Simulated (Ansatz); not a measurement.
Input and command of a plane-wave DFT calculation in Ansatz:

```yaml
crystal:
  lattice:
    - [2.6809868351, 0.0, 0.0]
    - [0.0, 2.6809868351, 0.0]
    - [0.0, 0.0, 3.8729268687]
  atoms:
    - { symbol: Ti, position: [0.0, 0.0, 0.0] }
    - { symbol: Al, position: [0.5, 0.5, 0.5] }
basis:
  ecutwfc: 420
kpoints:
  mp_grid: { grid: [22, 22, 16] }
hamiltonian:
  xc: pbe
scf:
  occupations: { method: gaussian, width: 0.15 }
output:
  forces: true
  stress: true
  eigenvalues: true
```

```bash
ansatz run input.yaml --threads 2 --pin off --max-ram 5120MiB --backend cpu --events-out ev --progress --plain --runs-dir out
```

Processor: Intel(R) Xeon(R) Processor @ 2.50GHz (Skylake/Cascade Lake), 2 threads, on a host shared with other jobs.

Question: How long does it run, and how much memory does it take?

Answer: About 18 s on 2 threads of Intel(R) Xeon(R) Processor @ 2.50GHz (Skylake/Cascade Lake), on a shared host, peak memory 0.52 GiB. It solves 12 bands at 702 k points (the mesh reduced by the symmetry that the task leaves, which can be less than the crystal's) with about 545 plane waves, in 6 SCF iterations.
